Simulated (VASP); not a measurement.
The system is HfO2.

```xyz
3
Lattice="0.0000 2.5575 2.5575 2.5575 0.0000 2.5575 2.5575 2.5575 0.0000" Properties=species:S:1:pos:R:3 pbc="T T T"
Hf    0.0000    0.0000    0.0000
O     3.8363    3.8363    3.8363
O     1.2788    1.2788    1.2788
```

Measurements of this composition are mostly on another form, of space group No. 14.

Base run:

| Item | Value |
| --- | --- |
| Program | VASP 6.6.1 |
| Functional | r2SCAN |
| Potentials or basis | VASP PAW PBE potentials, release 64 (Hf_pv, O) |
| Cutoff | 520 eV |
| k mesh | 10 × 10 × 10 |
| Occupations | gaussian, width 0.02 eV |
| Spin | no spin polarisation |

Its results: band gap on the k mesh 4.21 eV, direct.

The run is repeated on the same cell with these changes: functional from r2SCAN to PBE. What comes out?

Band gap on the k mesh 3.73 eV, direct.

r2SCAN gives the wider gap, since meta-GGAs in the generalised Kohn-Sham scheme recover part of the derivative discontinuity.

Caveats: spin-orbit coupling is left out, which moves the levels of the heavy elements.
